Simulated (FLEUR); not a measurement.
# Au (P6_3/mmc) in FLEUR: a series of runs

One crystal, Au, is run at these levels: LDA; tasks: band structure, equation of state.

Everything below comes from runs of FLEUR MaX-R8.1 (later development tree). Logs are shortened: lines on timing, memory, paths and dates and some standing lists are left out, and cuts for length are marked.

### 1 The structure

It takes space group P6_3/mmc (No. 194, hexagonal). Conventional cell: a = 2.900 Å, b = 2.900 Å, c = 4.880 Å, α = 90.00°, β = 90.00°, γ = 120.00°. Around Au (site symmetry -6m2) lie 12 Au at 2.90 to 2.96 Å.

This isn't the form of Au at room conditions, which is fcc.

### 2 Band structure, LDA

Contents of inp.xml:

```xml
<?xml version="1.0" encoding="UTF-8" standalone="no"?>
<fleurInput fleurInputVersion="0.39">
   <comment>
      Au                                                                                                  
   </comment>
   <calculationSetup>
      <cutoffs Kmax="4.1" Gmax="12.7" GmaxXC="12.7" numbands="0"/>
      <scfLoop itmax="60" minDistance="0.00001" maxIterBroyd="15" imix="Anderson" alpha="0.05" precondParam="0.0" spinf="2.0" sdNocoIR="T"/>
      <coreElectrons ctail="T" frcor="F" kcrel="0" coretail_lmax="0"/>
      <xcFunctional name="vwn" relativisticCorrections="F"/>
      <magnetism jspins="1"/>
      <soc l_soc="F" theta="0.0" phi="0.0" spav="F"/>
      <expertModes spex="0" secvar="F"/>
      <geometryOptimization l_f="F" forcealpha="1.0" forcemix="BFGS" epsdisp="0.00001" epsforce="0.00001"/>
      <ldaU l_linMix="F" mixParam="0.05" spinf="1.0"/>
   </calculationSetup>
   <cell>
      <bzIntegration valenceElectrons="38.0" mode="hist" fermiSmearingEnergy="0.00183747">
         <kPointListSelection listName="default-1"/>
         <!-- k-points included here -->
         <xi:include xmlns:xi="http://www.w3.org/2001/XInclude" href="kpts.xml"> </xi:include>
      </bzIntegration>
      <!-- symmetry operations included here -->
      <xi:include xmlns:xi="http://www.w3.org/2001/XInclude" href="sym.xml"> </xi:include>
      <bulkLattice scale="1.0">
         <bravaisMatrix>
            <row-1>    5.4802057613399997     0.0000000000000000     0.0000000000000000</row-1>
            <row-2>   -2.7401028806699999     4.7459974073337650     0.0000000000000000</row-2>
            <row-3>    0.0000000000000000     0.0000000000000000     9.2218634880479993</row-3>
         </bravaisMatrix>
      </bulkLattice>
   </cell>
   <atomSpecies>
      <species name="Gold (Au)" element="Au" atomicNumber="79">
         <mtSphere radius="2.54" gridPoints="839" logIncrement="0.016"/>
         <atomicCutoffs lmax="10" lnonsphr="10"/>
         <electronConfig flipSpins="F">
            <coreConfig>(1s1/2) (2s1/2) (2p1/2) (2p3/2) (3s1/2) (3p1/2) (3p3/2) (4s1/2) (3d3/2) (3d5/2) (4p1/2) (4p3/2) (4d3/2) (4d5/2) (4f5/2) (4f7/2)</coreConfig>
            <valenceConfig>(5s1/2) (5p1/2) (5p3/2) (6s1/2) (5d3/2) (5d5/2)</valenceConfig>
            <stateOccupation state="(6s1/2)" spinUp="0.500000" spinDown="0.500000"/>
         </electronConfig>
         <energyParameters s="6" p="6" d="5" f="5"/>
         <lo type="SCLO" l="0" n="5" eDeriv="0"/>
         <lo type="SCLO" l="1" n="5" eDeriv="0"/>
         <lo type="SCLO" l="1" n="5" eDeriv="1"/>
         <lo type="SCLO" l="2" n="5" eDeriv="2"/>
         <lo type="SCLO" l="3" n="5" eDeriv="2"/>
      </species>
   </atomSpecies>
   <atomGroups>
      <atomGroup species="Gold (Au)">
         <relPos label="                   1">-1.000/3.000 1.000/3.000 1.000/4.000</relPos>
         <relPos label="                   2">1.000/3.000 -1.000/3.000 -1.000/4.000</relPos>
         <force calculate="T" relaxXYZ="TTT"/>
      </atomGroup>
   </atomGroups>
   <output dos="F" band="F" slice="F">
      <checks vchk="F" cdinf="F"/>
      <bandDOS minEnergy="-.5*Htr" maxEnergy="0.5*Htr" sigma="0.015" storeEVData="T"/>
      <vacuumDOS vacdos="F" integ="F" star="F" nstars="0" locx1="0.0" locy1="0.0" locx2="0.0" locy2="0.0" nstm="0" tworkf="0.0"/>
      <unfoldingBand unfoldBand="F" supercellX="1" supercellY="1" supercellZ="1"/>
      <plotting iplot="0" polar="F">
         <plot TwoD="T" vec1="  1.0  0.0  0.0" vec2="  0.0  1.0  0.0" vec3="  0.0  0.0  1.0" zero="  0.0  0.0  0.0" file="plot"/>
      </plotting>
      <chargeDensitySlicing numkpt="0" minEigenval="0.0" maxEigenval="0.0" nnne="0" pallst="F"/>
      <specialOutput eonly="F"/>
      <moessbauerParams electricFieldGradient="T" isomerShift="T" coreHyperfine="T" valenceHyperfine="T"/>
      <magneticCircularDichroism mcd="F" energyLo="-10.0" energyUp="0.0"/>
   </output>
  <!-- We include the file relax.xml here to enable relaxations (see documentation) -->
  <xi:include xmlns:xi="http://www.w3.org/2001/XInclude" href="relax.xml"> <xi:fallback/> </xi:include>
</fleurInput>
```

Contents of crystal.txt:

```
Au
&input cartesian=F /
2.9000000000  0.0000000000  0.0000000000
-1.4500000000  2.5114736710  0.0000000000
0.0000000000  0.0000000000  4.8800000000
1.8897261246
1.0 1.0 1.0

2
79 0.6666666666  0.3333333332  0.2500000000
79 0.3333333332  0.6666666666  0.7500000000

&kpt div1=11 div2=11 div3=6 gamma=T /
```

Contents of inp.xml (bands):

```
<?xml version="1.0" encoding="UTF-8" standalone="no"?>
<fleurInput fleurInputVersion="0.39">
   <comment>
      Au                                                                                                  
   </comment>
   <calculationSetup>
      <cutoffs Kmax="4.1" Gmax="12.7" GmaxXC="12.7" numbands="0"/>
      <scfLoop itmax="60" minDistance="0.00001" maxIterBroyd="15" imix="Anderson" alpha="0.05" precondParam="0.0" spinf="2.0" sdNocoIR="T"/>
      <coreElectrons ctail="T" frcor="F" kcrel="0" coretail_lmax="0"/>
      <xcFunctional name="vwn" relativisticCorrections="F"/>
      <magnetism jspins="1"/>
      <soc l_soc="F" theta="0.0" phi="0.0" spav="F"/>
      <expertModes spex="0" secvar="F"/>
      <geometryOptimization l_f="F" forcealpha="1.0" forcemix="BFGS" epsdisp="0.00001" epsforce="0.00001"/>
      <ldaU l_linMix="F" mixParam="0.05" spinf="1.0"/>
   </calculationSetup>
   <cell>
      <bzIntegration valenceElectrons="38.0" mode="hist" fermiSmearingEnergy="0.00183747">
         <kPointListSelection listName="path-1"/>
         <!-- k-points included here -->
         <xi:include xmlns:xi="http://www.w3.org/2001/XInclude" href="kpts.xml"> </xi:include>
      </bzIntegration>
      <!-- symmetry operations included here -->
      <xi:include xmlns:xi="http://www.w3.org/2001/XInclude" href="sym.xml"> </xi:include>
      <bulkLattice scale="1.0">
         <bravaisMatrix>
            <row-1>    5.4802057613399997     0.0000000000000000     0.0000000000000000</row-1>
            <row-2>   -2.7401028806699999     4.7459974073337650     0.0000000000000000</row-2>
            <row-3>    0.0000000000000000     0.0000000000000000     9.2218634880479993</row-3>
         </bravaisMatrix>
      </bulkLattice>
   </cell>
   <atomSpecies>
      <species name="Gold (Au)" element="Au" atomicNumber="79">
         <mtSphere radius="2.54" gridPoints="839" logIncrement="0.016"/>
         <atomicCutoffs lmax="10" lnonsphr="10"/>
         <electronConfig flipSpins="F">
            <coreConfig>(1s1/2) (2s1/2) (2p1/2) (2p3/2) (3s1/2) (3p1/2) (3p3/2) (4s1/2) (3d3/2) (3d5/2) (4p1/2) (4p3/2) (4d3/2) (4d5/2) (4f5/2) (4f7/2)</coreConfig>
            <valenceConfig>(5s1/2) (5p1/2) (5p3/2) (6s1/2) (5d3/2) (5d5/2)</valenceConfig>
            <stateOccupation state="(6s1/2)" spinUp="0.500000" spinDown="0.500000"/>
         </electronConfig>
         <energyParameters s="6" p="6" d="5" f="5"/>
         <lo type="SCLO" l="0" n="5" eDeriv="0"/>
         <lo type="SCLO" l="1" n="5" eDeriv="0"/>
         <lo type="SCLO" l="1" n="5" eDeriv="1"/>
         <lo type="SCLO" l="2" n="5" eDeriv="2"/>
         <lo type="SCLO" l="3" n="5" eDeriv="2"/>
      </species>
   </atomSpecies>
   <atomGroups>
      <atomGroup species="Gold (Au)">
         <relPos label="                   1">-1.000/3.000 1.000/3.000 1.000/4.000</relPos>
         <relPos label="                   2">1.000/3.000 -1.000/3.000 -1.000/4.000</relPos>
         <force calculate="T" relaxXYZ="TTT"/>
      </atomGroup>
   </atomGroups>
   <output dos="F" band="T" slice="F">
      <checks vchk="F" cdinf="F"/>
      <bandDOS minEnergy="-.5*Htr" maxEnergy="0.5*Htr" sigma="0.015" storeEVData="T"/>
      <vacuumDOS vacdos="F" integ="F" star="F" nstars="0" locx1="0.0" locy1="0.0" locx2="0.0" locy2="0.0" nstm="0" tworkf="0.0"/>
      <unfoldingBand unfoldBand="F" supercellX="1" supercellY="1" supercellZ="1"/>
      <plotting iplot="0" polar="F">
         <plot TwoD="T" vec1="  1.0  0.0  0.0" vec2="  0.0  1.0  0.0" vec3="  0.0  0.0  1.0" zero="  0.0  0.0  0.0" file="plot"/>
      </plotting>
      <chargeDensitySlicing numkpt="0" minEigenval="0.0" maxEigenval="0.0" nnne="0" pallst="F"/>
      <specialOutput eonly="F"/>
      <moessbauerParams electricFieldGradient="T" isomerShift="T" coreHyperfine="T" valenceHyperfine="T"/>
      <magneticCircularDichroism mcd="F" energyLo="-10.0" energyUp="0.0"/>
   </output>
  <!-- We include the file relax.xml here to enable relaxations (see documentation) -->
  <xi:include xmlns:xi="http://www.w3.org/2001/XInclude" href="relax.xml"> <xi:fallback/> </xi:include>
</fleurInput>
```

Potentials or basis: all-electron, FLAPW.

Started as:

```
$ inpgen -f crystal.txt -profile fastHighL
$ # inp.xml edited to the form shown
$ fleur_MPI
$ fleur_MPI   # second run, on inp.xml (bands)
```

The log of the run:

```text
Welcome to FLEUR        (www.flapw.de)
      MaX-Release 8.1          (www.max-centre.eu)

 ========== k-point set info ==========
 Selected k-point list: default-1
 k-point list type: mesh
 11 x 11 x 6
 Number of k points: 64

 ------------Calculation Setup---------------------------
 Number of MPI-tasks      :            1
 Number of PE/node        :            1
 Number of OMP-threads    :            1
 Most efficient MPI parallelization for:
           1           2           4           8          16          32          64
 Additional eigenvalue parallelization possible
 Number of basis functions:          360
 Approximate size of matrices (H+S) per k-point:         0.002 GB
 --------------------------------------------------------
 Iteration:     1   Distance:      15.59040438 me/bohr^3
 Iteration:     2   Distance:      13.90137130 me/bohr^3
 Iteration:     3   Distance:       6.32215566 me/bohr^3
 Iteration:     4   Distance:       2.12237417 me/bohr^3
 Iteration:     5   Distance:       1.81460248 me/bohr^3
 Iteration:     6   Distance:       0.14569234 me/bohr^3
 Iteration:     7   Distance:       0.13496211 me/bohr^3
 Iteration:     8   Distance:       0.01201037 me/bohr^3
 Iteration:     9   Distance:       0.00605527 me/bohr^3
 Iteration:    10   Distance:       0.00252632 me/bohr^3
 Iteration:    11   Distance:       0.00023063 me/bohr^3
 Iteration:    12   Distance:       0.00008357 me/bohr^3
 Iteration:    13   Distance:       0.00000804 me/bohr^3

 ********************************************************************
 Run finished successfully
 Stop message:
   all done
 ********************************************************************
```

output (bands):

```text
Welcome to FLEUR        (www.flapw.de)
      MaX-Release 8.1          (www.max-centre.eu)

 ========== k-point set info ==========
 Selected k-point list: path-1
 k-point list type: path
 Number of k points: 60

 ------------Calculation Setup---------------------------
 Number of MPI-tasks      :            1
 Number of PE/node        :            1
 Number of OMP-threads    :            1
 Most efficient MPI parallelization for:
           1           2           3           4           5           6          10          12          15          20          30          60
 Additional eigenvalue parallelization possible
 Number of basis functions:          364
 Approximate size of matrices (H+S) per k-point:         0.002 GB
 --------------------------------------------------------
 Fermi energy correction for metals:
 Fermi energy in bands.* files may not be consistent with last density.
 Please correct it manually (e.g. in band.gnu file).

 Note: Band structure data (together with different weights) is also stored in the banddos.hdf file.
       A convenient way of extracting and plotting the data from that file is by making use of the

 ********************************************************************
 Run finished successfully
 Stop message:
   Charge density postprocessing done.
 ********************************************************************
```

out.xml (last iteration):

```text
<iteration numberForCurrentRun="   13" overallNumber="   13">
         <energyParameters units="Htr">
            <atomicEP atomType="1" spin="1" branch="6s" branchLowest="-3.47" branchHighest="1.40" value="0.2432089093"/>
            <atomicEP atomType="1" spin="1" branch="6p" branchLowest="-1.66" branchHighest="2.30" value="0.4259348613"/>
            <atomicEP atomType="1" spin="1" branch="5d" branchLowest="-11.43" branchHighest="0.46" value="0.2765108647"/>
            <atomicEP atomType="1" spin="1" branch="5f" branchLowest="-2.48" branchHighest="2.49" value="0.7240516072"/>
            <loAtomicEP atomType="1" spin="1" branch="5s" branchLowest="-26.21" branchHighest="-3.47" value="-3.4711846246"/>
            <loAtomicEP atomType="1" spin="1" branch="5p" branchLowest="-19.49" branchHighest="-1.66" value="-1.7255712313"/>
            <loAtomicEP atomType="1" spin="1" branch="5p" branchLowest="-19.49" branchHighest="-1.66" value="-1.7255712313"/>
            <loAtomicEP atomType="1" spin="1" branch="5d" branchLowest="-11.43" branchHighest="0.46" value="0.2585542006"/>
            <loAtomicEP atomType="1" spin="1" branch="5f" branchLowest="-2.48" branchHighest="2.49" value="0.7240433087"/>
         </energyParameters>
         <eigenvalues>
            <eigenvaluesAt spin="1" ikpt="1" k_x="0.00000000" k_y="0.00000000" k_z="0.00000000">
                      -3.4715253276       -3.4712335063       -1.6825524743       -1.6771605524       -1.6771605524
                      -1.6763772056       -1.6762898187       -1.6762898187        0.0546550200        0.1444579680
                       0.2337033370        0.2442221460        0.2442221460        0.2548711969        0.2548711969
                       0.2795400230        0.2795400230        0.3266165542        0.3266165542        0.3668853553
                       0.4926068187        0.9403354866        0.9767465732        1.0164340224        1.0659267294
                       1.0659267295        1.1750949130        1.1750949130        1.1872871419        1.1872871419
            </eigenvaluesAt>
            <eigenvaluesAt spin="1" ikpt="2" k_x="0.00000000" k_y="0.00000000" k_z="0.16666667">
                      -3.4715057793       -3.4712531857       -1.6821427491       -1.6771022635       -1.6771022635
                      -1.6767934824       -1.6763479133       -1.6763479133        0.0627292245        0.1435984614
                       0.2319543822        0.2426418517        0.2426418517        0.2526265826        0.2526265826
                       0.2851755470        0.2851755470        0.3212100225        0.3252985450        0.3252985450
                       0.5545797872        0.9219960752        0.9849815979        0.9994461821        1.0586849117
                       1.0586849118        1.1601904033        1.1601904033        1.2018387598        1.2018387598
[... 50 lines left out ...]
         <moessbauerParams unitsHFF="kG" unitsIS="e/bohr^3" unitsEFG="Htr/bohr^2">
            <coreIsomerShift atomType="1" isTotal="2305947.69321">
               <shell n="1" l="0" isomerShift="1910036.63935"/>
               <shell n="2" l="0" isomerShift="286387.98889"/>
               <shell n="2" l="1" isomerShift="20635.96630"/>
               <shell n="3" l="0" isomerShift="65539.85146"/>
               <shell n="3" l="1" isomerShift="5296.41550"/>
               <shell n="4" l="0" isomerShift="16720.43491"/>
               <shell n="3" l="2" isomerShift="0.00217"/>
               <shell n="4" l="1" isomerShift="1330.39404"/>
               <shell n="4" l="2" isomerShift="0.00058"/>
               <shell n="4" l="3" isomerShift="0.00000"/>
            </coreIsomerShift>
            <isomerShift atomType="1" nucleusRadius="0.0001374" averageDensity="2309463.65246"/>
            <electricFieldGradient atomType="1" VXX="-0.14241" VYY="-0.14241" VZZ="0.28483" asymParam="0.00000">
            </electricFieldGradient>
         </moessbauerParams>
         <totalEnergy                                    value="   -38074.8878221371" units="Htr">
            <sumOfEigenvalues                            value="   -23401.1799015890">
               <coreElectrons value="-23372.7730023200"/>
               <valenceElectrons value="-28.4068992689"/>
            </sumOfEigenvalues>
            <densityCoulombPotentialIntegral value="-66199.9784749217"/>
            <densityEffectivePotentialIntegral value="-67142.4220270060"/>
            <chargeDenXCDenIntegral value="-709.9042544676"/>
            <FockExchangeEnergyValence value="0.0000000000"/>
            <FockExchangeEnergyCore value="0.0000000000"/>
            <atomTypeDependentContributions atomType="1">
               <electronNucleiInteractionDifferentMTs value="47926.4162716023"/>
               <MadelungTerm value="-79.8201840234"/>
            </atomTypeDependentContributions>
            <tkbTimesEntropy value="0.0003130485"/>
            <freeEnergy value="-38074.8881351856"/>
            <extrapolationTo0K value="-38074.8879786614"/>
         </totalEnergy>
         <densityConvergence units="me/bohr^3">
            <chargeDensity spin="1" distance="0.0000080416"/>
         </densityConvergence>
      </iteration>
```

Wall time 35 s (1 thread of Intel Xeon Platinum 8488C (Sapphire Rapids), shared host); peak memory 0.06 GiB.

Results:

- Free energy: -1036070.4873 eV
- Band gap along the path: none (metal or under the smearing width)
- Valence electrons inside the program's atomic spheres: Au 17.52 (radii Au 2.54 bohr)

Levels at the corners of the path, in eV from the Fermi level:
```tsv
point	band 17	band 18	band 19	band 20	band 21	band 22
Γ	-3.35	-2.07	-2.07	-0.97	2.45	14.63
M	-1.76	-1.59	0.41	1.51	5.60	6.99
K	-2.34	-2.25	2.24	2.24	3.86	9.37
Γ	-3.35	-2.07	-2.07	-0.97	2.45	14.63
A	-2.50	-2.50	-2.50	-2.50	10.32	10.32
L	-1.66	-1.66	0.55	0.55	3.74	3.74
H	-2.02	-2.02	4.04	4.04	4.56	4.56
A	-2.50	-2.50	-2.50	-2.50	10.32	10.32
L	-1.66	-1.66	0.55	0.55	3.74	3.74
M	-1.76	-1.59	0.41	1.51	5.60	6.99
K	-2.34	-2.25	2.24	2.24	3.86	9.37
H	-2.02	-2.02	4.04	4.04	4.56	4.56
```

Core levels (eV from the Fermi level):
```csv
atom,levels
1 Au,"1s1/2 -80589.8, 2s1/2 -14207.1, 2p1/2 -13626.1, 2p3/2 -11792.2, 3s1/2 -3350.4, 3p1/2 -3089.0, 3p3/2 -2684.4, 4s1/2 -724.3, 3d3/2 -2249.4, 3d5/2 -2162.4, 4p1/2 -612.9, 4p3/2 -515.6, 4d3/2 -333.1, 4d5/2 -315.0, 4f5/2 -80.6, 4f7/2 -76.8"
2 Au,"1s1/2 -80589.8, 2s1/2 -14207.1, 2p1/2 -13626.1, 2p3/2 -11792.2, 3s1/2 -3350.4, 3p1/2 -3089.0, 3p3/2 -2684.4, 4s1/2 -724.3, 3d3/2 -2249.4, 3d5/2 -2162.4, 4p1/2 -612.9, 4p3/2 -515.6, 4d3/2 -333.1, 4d5/2 -315.0, 4f5/2 -80.6, 4f7/2 -76.8"
```

Caveat: spin-orbit coupling is left out, which moves the levels of the heavy elements.

### 3 Equation of state, LDA, 16.70 Å³/atom (volume scaled by 0.94)

inp.xml, as its differences from that of step 2:

```diff
@@ -24,3 +24,3 @@
       <xi:include xmlns:xi="http://www.w3.org/2001/XInclude" href="sym.xml"> </xi:include>
-      <bulkLattice scale="1.0">
+      <bulkLattice scale="0.9795861087">
          <bravaisMatrix>
@@ -34,3 +34,3 @@
       <species name="Gold (Au)" element="Au" atomicNumber="79">
-         <mtSphere radius="2.54" gridPoints="839" logIncrement="0.016"/>
+         <mtSphere radius="2.46" gridPoints="839" logIncrement="0.016"/>
          <atomicCutoffs lmax="10" lnonsphr="10"/>
```

Potentials or basis: all-electron, FLAPW.

Started as:

```
$ inpgen -f crystal.txt -profile fastHighL
$ # inp.xml edited to the form shown
$ fleur_MPI
```

Wall time 31 s (1 thread of Intel Xeon Platinum 8488C (Sapphire Rapids), shared host); peak memory 0.08 GiB.

Results (log left out):

```
Free energy                                           : -1036070.5657 eV
Band gap on the k mesh                                : none (metal or under the smearing width)
Valence electrons inside the program's atomic spheres : Au 17.34 (radii Au 2.46 bohr)
```

### 4 Equation of state, LDA, 17.06 Å³/atom (volume scaled by 0.96)

inp.xml, as its differences from that of step 3:

```diff
@@ -24,3 +24,3 @@
       <xi:include xmlns:xi="http://www.w3.org/2001/XInclude" href="sym.xml"> </xi:include>
-      <bulkLattice scale="0.9795861087">
+      <bulkLattice scale="0.9864848297">
          <bravaisMatrix>
```

Started as:

```
$ inpgen -f crystal.txt -profile fastHighL
$ # inp.xml edited to the form shown
$ fleur_MPI
```

It took 31 s on 1 thread of Intel Xeon Platinum 8488C (Sapphire Rapids), shared host; peak memory 0.09 GiB.

Results (log left out):

```yaml
Free_energy: -1036070.5516 eV
Band_gap_on_the_k_mesh: none (metal or under the smearing width)
Valence_electrons_inside_the_program's_atomic_spheres: Au 17.31 (radii Au 2.46 bohr)
```

[end of part 1 of 2]
